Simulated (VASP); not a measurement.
A run of VASP 6.6.1:

Contents of INCAR:

```
SYSTEM = Y
  ALGO = Normal
  EDIFF = 1E-7
  EDIFFG = -0.005
  ENCUT = 600
  IBRION = 2
  ISIF = 3
  ISMEAR = 1
  LASPH = .TRUE.
  LCHARG = .FALSE.
  LMIXTAU = .TRUE.
  LREAL = .FALSE.
  LWAVE = .FALSE.
  METAGGA = R2SCAN
  NELM = 80
  NSW = 90
  PREC = Accurate
  SIGMA = 0.1
```

File KPOINTS:

```
k-points
0
G
  12 12 7
  0 0 0
```

Contents of POSCAR:

```
Y                                       
1.0
    3.6863360080      0.0000000000      0.0000000000
   -1.8431680040      3.1924606299     -0.0000000000
    0.0000000000      0.0000000000      5.7020339788
  Y             
     2
Direct
     0.3333333332999970    0.6666666667000030    0.2500000000000000
     0.6666666667000030    0.3333333332999970    0.7500000000000000
```

Potentials or basis: VASP PAW PBE potentials, release 64 (Y_sv).

Run with:

```bash
$ cat potpaw_PBE.64/Y_sv/POTCAR > POTCAR
$ mpirun -np 1 vasp_std > vasp.out
```

Hardware: 1 thread of Intel(R) Xeon(R) 6975P-C (Granite Rapids), on a shared host.

Estimate the wall time of this run.

It took 4.4 min on 1 thread of Intel(R) Xeon(R) 6975P-C (Granite Rapids) (shared host), peak memory 0.28 GiB. Counts: scf iterations 28, k points 76, ion steps 1.
